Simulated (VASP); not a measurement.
# I (I4/mmm) in VASP: single point with LDA

Aim: the single point of I with LDA.

Program: VASP 6.6.1. These are calculated values, not measurements. Logs are shortened: lines on timing, memory, paths and dates and some standing lists are left out, and cuts for length are marked.

## 1. The crystal as given

It takes space group I4/mmm (No. 139, tetragonal). The conventional cell has a = 3.235 Å, b = 3.235 Å, c = 8.530 Å, α = 90.00°, β = 90.00°, γ = 90.00°. Around I (site symmetry 4/mmm) lie 4 I at 3.23 Å.

## 2. Single point, LDA

The input, INCAR:

```
PREC = Accurate
ENCUT = 520
EDIFF = 1E-6
ISMEAR = 0
SIGMA = 0.1
LREAL = F
LASPH = T
NELM = 100
ALGO = Fast
ISIF = 2
LWAVE = F
LCHARG = F
NBANDS = 10
```

The input, KPOINTS:

```
regular mesh
0
Gamma
  8 8 8
```

The input, POSCAR:

```
I
1.0
   -1.6174560000      1.6174560000      4.2648080000
    1.6174560000     -1.6174560000      4.2648080000
    1.6174560000      1.6174560000     -4.2648080000
I
1
Direct
    0.0000000000      0.0000000000      0.0000000000
```

Potentials or basis: VASP PAW LDA potentials, release 64 (I).

Run with:

```
$ cat potpaw_LDA.64/I/POTCAR > POTCAR
$ mpirun -np 1 vasp_std > vasp.out
```

OUTCAR:

```text
PREC = Accurate
   ENCUT = 520
   EDIFF = 1E-6
   ISMEAR = 0
   LREAL = F
   LASPH = T
   NELM = 100
   ISIF = 2

 ion  position               nearest neighbor table
   1  0.000  0.000  0.000-

  LATTYP: Found a body centered tetragonal cell.
 ALAT       =     3.2349120000
 C/A-ratio  =     2.6367381864

  Lattice vectors:

 A1 = (  -1.6174560000,   1.6174560000,   4.2648080000)
 A2 = (   1.6174560000,  -1.6174560000,   4.2648080000)
 A3 = (   1.6174560000,   1.6174560000,  -4.2648080000)

Analysis of symmetry for initial positions (statically):
=====================================================================
 Subroutine PRICEL returns:
 Original cell was already a primitive cell.

 Routine SETGRP: Setting up the symmetry group for a
 body centered tetragonal supercell.

 Subroutine GETGRP returns: Found 16 space group operations
 (whereof 16 operations were pure point group operations)
 out of a pool of 16 trial point group operations.

The static configuration has the point symmetry D_4h.

Analysis of symmetry for dynamics (positions and initial velocities):
=====================================================================
 Subroutine PRICEL returns:
 Original cell was already a primitive cell.

 Routine SETGRP: Setting up the symmetry group for a
 body centered tetragonal supercell.

 Subroutine GETGRP returns: Found 16 space group operations
 (whereof 16 operations were pure point group operations)
 out of a pool of 16 trial point group operations.

The dynamic configuration has the point symmetry D_4h.

 Subroutine INISYM returns: Found 16 space group operations
 (whereof 16 operations are pure point group operations),
 and found     1 'primitive' translations

----------------------------------------------------------------------------------------

                                     Primitive cell

  volume of cell :      44.6297

  direct lattice vectors                    reciprocal lattice vectors
    -1.617456000  1.617456000  4.264808000     0.000000000  0.309127420  0.117238572
     1.617456000 -1.617456000  4.264808000     0.309127420  0.000000000  0.117238572
     1.617456000  1.617456000 -4.264808000     0.309127420  0.309127420  0.000000000

  length of vectors
     4.839515999  4.839515999  4.839515999     0.330612529  0.330612529  0.437172190

  position of ions in fractional coordinates (direct lattice)
[... 82 lines left out ...]
   NFREE  =      0    steps in history (QN), initial steepest desc. (CG)
   ISIF   =      2    stress and relaxation
   ISYM   =      2    0-nonsym 1-usesym 2-fastsym
   POTIM  = 0.5000    time-step for ionic-motion
   TEBEG  =    0.0;   TEEND  =   0.0 temperature during run
   PSTRESS=    0.0 pullay stress
   NELECT =       7.0000    total number of electrons
   NUPDOWN=      -1.0000    fix difference up-down
   EMIN   =  10.00;   EMAX   =-10.00  energy-range for DOS
   EFERMI =   0.00;   METHOD = LEGACY
   ISMEAR =     0;   SIGMA  =   0.10  broadening in eV -4-tet -1-fermi 0-gaus
   EFERMI_NEDOS =   21; number of points for ismear=-14 and -15
   IALGO  =     68    algorithm
   IMIX   =      4    mixing-type and parameters
     AMIX     =   0.40;   BMIX     =  1.00
     AMIX_MAG =   1.60;   BMIX_MAG =  1.00
  volume/ion in A,a.u.               =      44.63       301.18
  Fermi-wavevector in a.u.,A,eV,Ry     =   0.882875  1.668392 10.605317  0.779469
  Thomas-Fermi vector in A             =   2.003566
   LORBIT       =      0    0 simple, 1 ext, 2 COOP (PROOUT), +10 PAW based schemes
   GGA     = CA    functional components
   LHFCALC =     F    Hartree Fock is set to
   AEXX    =    0.0000 exact exchange contribution
   IVDW    =     0    specifies the selected vdW correction
   LEPSILON=     F    determine dielectric tensor
   LRPA    =     F    only Hartree local field effects (RPA)
 non-spin polarized calculation
 RMM-DIIS sequential band-by-band and
 Gauss-broadening in eV      SIGMA  =   0.10
  energy-cutoff  :      520.00
  volume of cell :       44.63
 maximum number of plane-waves:      1220
   NGX = 17   NGY = 17   NGZ = 17

 number of electron       6.9999999 magnetization

 Free energy of the ion-electron system (eV)
  ---------------------------------------------------
  ext. energy  EPLUGINS =         0.00000000
  ---------------------------------------------------
  free energy    TOTEN  =        -1.86285153 eV

  energy without entropy =       -1.85648134  energy(sigma->0) =       -1.85966644

 E-fermi :   2.3987     XC(G=0):  -8.1419

 val. band max:        2.3826418034   @ k =  -0.2500  -0.3750   0.1250
 cond. band min:       2.4186867377   @ k =   0.2500   0.1250   0.0000
 fundamental gap:      0.0360449343
 Fermi energy:         2.3987168712

 k-point     1 :       0.0000    0.0000    0.0000
  band No.  band energies     occupation
      1     -11.3141      2.00000
      2       0.1909      2.00000
      3       3.2709      0.00000
      4       3.2709      0.00000
      5       6.3737      0.00000
      6       9.8332      0.00000
      7      10.3486      0.00000
      8      14.7432      0.00000
      9      14.9356      0.00000
     10      14.9356      0.00000
[... 287 lines left out ...]
 k-point    24 :       0.3750    0.1250    0.1250
  band No.  band energies     occupation
      1      -9.4050      2.00000
      2      -2.1265      2.00000
      3       0.9209      2.00000
      4       1.2808      2.00000
      5       7.9650      0.00000
      6       8.7011      0.00000
      7      11.6083      0.00000
      8      13.4718      0.00000
      9      14.5806      0.00000
     10      15.6957      0.00000

 [... further k-points ...]

------------------------ aborting loop because EDIFF is reached ----------------------------------------

  FORCE on cell =-STRESS in cart. coord.  units (eV):
  Direction    XX          YY          ZZ          XY          YZ          ZX
  --------------------------------------------------------------------------------------
  -------------------------------------------------------------------------------------
  Total       -0.7715929     -0.7715929     -0.3173749      0.0000000      0.0000000      0.0000000
  in kB      -27.6996575    -27.6996575    -11.3935407      0.0000000      0.0000000      0.0000000
  external PRESSURE =     -22.2642852 kB  Pullay stress =       0.0000000 kB

 VOLUME and BASIS-vectors are now :
 -----------------------------------------------------------------------------
  energy-cutoff  :      520.00
  volume of cell :       44.63
      direct lattice vectors                 reciprocal lattice vectors
    -1.617456000  1.617456000  4.264808000     0.000000000  0.309127420  0.117238572
     1.617456000 -1.617456000  4.264808000     0.309127420  0.000000000  0.117238572
     1.617456000  1.617456000 -4.264808000     0.309127420  0.309127420  0.000000000

 POSITION                                       TOTAL-FORCE (eV/Angst)
 -----------------------------------------------------------------------------------
      0.00000      0.00000      0.00000        -0.000000      0.000000     -0.000000
 -----------------------------------------------------------------------------------
    total drift:                                0.000000      0.000000      0.000000

  FREE ENERGIE OF THE ION-ELECTRON SYSTEM (eV)
  ---------------------------------------------------
  free  energy   TOTEN  =        -1.8628515318 eV

  energy  without entropy=       -1.8564813445  energy(sigma->0) =       -1.85966644
```

Run time: 14 s. Hardware: 1 thread of Intel Xeon 6975P-C (Granite Rapids), shared host; peak memory 0.18 GiB.

What came out:

| Item | Value |
| --- | --- |
| Free energy | -1.8629 eV |
| Pressure | -2.2 GPa |
| Band gap on the k mesh | none (metal or under the smearing width) |

Stress tensor (GPa, compression positive):
```
-2.77  0.00  0.00
 0.00 -2.77  0.00
 0.00  0.00 -1.14
```

Caveat: an odd number of electrons without spin polarisation forces a metal; a magnetic or distorted state may lie lower. The run has no spin-orbit coupling, so splittings on I are missing.
